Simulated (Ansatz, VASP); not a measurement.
# KF (Carobbiite) in VASP and in Ansatz

INCAR

```
SYSTEM = KF
ALGO     = Normal         ! electronic algorithm
EDIFF    = 1E-7           ! SCF threshold, eV
EDIFFG   = -0.005         ! ionic threshold
ENCUT    = 600            ! plane-wave cutoff, eV
GGA      = PS             ! functional
IBRION   = 2              ! ionic algorithm
ISIF     = 3              ! what is computed and relaxed
ISMEAR   = -1             ! smearing method
LASPH    = .True.         ! aspherical terms in the spheres
LCHARG   = .False.        ! write CHGCAR
LREAL    = .False.        ! projectors in reciprocal space
LWAVE    = .False.        ! write WAVECAR
NELM     = 60             ! most SCF steps
NSW      = 80             ! ionic steps
PREC     = Accurate       ! precision mode
SIGMA    = 0.05           ! smearing width, eV
```

The input KPOINTS:

```
k-points
0
Gamma
  9 9 9
  0 0 0
```

The input POSCAR:

```
KF
1.0
    0.0000000000      2.6718500000      2.6718500000
    2.6718500000      0.0000000000      2.6718500000
    2.6718500000      2.6718500000      0.0000000000
K F
1 1
Direct
    0.0000000000      0.0000000000      0.0000000000
    0.5000000000      0.5000000000      0.5000000000
```

The input input.yaml:

```yaml
crystal:
  lattice:
    - [0.0, 2.67185, 2.67185]
    - [2.67185, 0.0, 2.67185]
    - [2.67185, 2.67185, 0.0]
  atoms:
    - { symbol: K, position: [0.0, 0.0, 0.0] }
    - { symbol: F, position: [0.5, 0.5, 0.5] }
kpoints:
  mp_grid: { grid: [9, 9, 9] }
scf:
  occupations: { method: fermi_dirac, width: 0.05 }
hamiltonian:
  xc: pbesol
  pseudopotentials: { kind: all_electron, lapw: { basis_error: 0.001 } }
output:
  forces: true
  stress: true
relax:
  f_tol: 0.005
  max_steps: 60
  cell: {}
```

Alike in both runs: task relaxation of cell and atoms; functional PBEsol; k mesh 9 × 9 × 9; occupations fermi-dirac, width 0.05 eV; no spin polarisation.

|  | VASP | Ansatz |
| --- | --- | --- |
| version | VASP 6.6.1 | Ansatz 0.2.0 |
| potentials or method | VASP PAW PBE potentials, release 64 (K_sv, F) | all-electron LAPW, scalar-relativistic |
| plane-wave cutoff (eV) | 600 | see its input |

Ansatz gave:

| Item | Value |
| --- | --- |
| relaxed volume (Å³/atom) | 18.70 |
| relaxed cell length with the largest relative difference (Å) | 3.754 |

Problem. What did VASP give for the same quantities?

Solution. Relaxed volume (Å³/atom): 18.69; relaxed cell length with the largest relative difference (Å): 3.753.

Ansatz ran all-electron here, so the differences hold the error of VASP's frozen core and of both bases.

Caveats: the PAW data sets were made with another functional, which shifts forces and pressure a little (VASP). A k mesh can miss the band edges.
